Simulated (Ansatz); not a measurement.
## Ru: changing the functional

The cell as given:

```
CELL_PARAMETERS angstrom
2.70580 0.00000 0.00000
-1.35290 2.34329 0.00000
0.00000 0.00000 4.28190
ATOMIC_POSITIONS crystal
Ru 0.66667 0.33333 0.75000
Ru 0.33333 0.66667 0.25000
```

Kept alike: task relaxation of cell and atoms; k mesh 11 × 11 × 6; occupations fermi-dirac, width 0.05 eV; no spin polarisation. Program: Ansatz, Ansatz PAW. Cutoffs run from 420 to 500 eV. The mesh is that of the run's cell of 2 atoms. No spin-orbit coupling.

```csv
functional,volume (Å³/atom),first edge of the run's cell (Å),third edge of the run's cell (Å)
BLYP,14.419,2.764,4.360
LDA,13.089,2.673,4.230
PBE,13.770,2.720,4.300
PBEsol,13.323,2.689,4.254
RPBE,13.968,2.733,4.320
r2SCAN,13.494,2.702,4.268
revPBE,13.911,2.729,4.314
```

The relaxations keep at least the cell's symmetry (P6_3/mmc). For a metal such a mesh leaves the last digits unconverged. Relaxations stop with a little pressure left, so the last digits of a volume or edge aren't settled. Ansatz's relaxations hold a Pulay term in the stress (up to 0.1 GPa here). All rows use potentials made for PBE.

Q: What does the functional change here?

A: The volume runs from 13.089 (LDA) to 14.419 Å³/atom (BLYP). From PBE: BLYP +0.649; LDA -0.681; PBEsol -0.447; RPBE +0.198; r2SCAN -0.276; revPBE +0.141. The first edge of the run's cell runs from 2.673 (LDA) to 2.764 Å (BLYP). From PBE: BLYP +0.044; LDA -0.047; PBEsol -0.031; RPBE +0.013; r2SCAN -0.018; revPBE +0.009. The third edge of the run's cell runs from 4.230 (LDA) to 4.360 Å (BLYP). From PBE: BLYP +0.060; LDA -0.070; PBEsol -0.046; RPBE +0.020; r2SCAN -0.032; revPBE +0.014.
